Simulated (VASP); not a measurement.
A run of VASP 6.6.1 is set up as follows.

INCAR

```
SYSTEM = Au
AGGAC = 0.0 ; ALGO = Normal
EDIFF = 1E-6 ; EDIFFG = -0.02
ENCUT = 600 ; GGA = MK
IBRION = 2 ; ISIF = 3
ISMEAR = -1 ; LASPH = .True.
LCHARG = .False. ; LREAL = .False.
LUSE_VDW = .True. ; LWAVE = .False.
NELM = 60 ; NSW = 40
PARAM1 = 0.1234 ; PARAM2 = 1.0
PREC = Accurate ; SIGMA = 0.05
```

File KPOINTS:

```
k-points
0
Gamma
  11 11 11
  0 0 0
```

The input POSCAR:

```
Au
1.0
    0.0000000000      2.0350000000      2.0350000000
    2.0350000000      0.0000000000      2.0350000000
    2.0350000000      2.0350000000      0.0000000000
Au
1
Direct
    0.0000000000      0.0000000000      0.0000000000
```

Potentials or basis: VASP PAW PBE potentials, release 64 (Au).

Launch:

```bash
$ cat potpaw_PBE.64/Au/POTCAR > POTCAR
$ mpirun -np 1 vasp_std > vasp.out
```

Q: What does it give for the space group after relaxing (to 0.05 Å)?

A: Fm-3m (No. 225).

Q: Estimate the relaxed volume.

A: 17.50 Å³/atom.

Q: Predict the band gap on the k mesh.

A: None (metal or under the smearing width).

Q: Predict the relaxed cell.

A: a = 2.914 Å, b = 2.914 Å, c = 2.914 Å, α = 60.00°, β = 60.00°, γ = 60.00°.

Final structure:
```
Au
1.0
     0.00000    2.06071    2.06071
     2.06071    0.00000    2.06071
     2.06071    2.06071    0.00000
Au
1
Cartesian
  0.0000 0.0000 0.0000
```

Caveat: the PAW data sets were made with another functional, which shifts forces and pressure a little. Zero-point motion and thermal expansion aren't in these numbers.
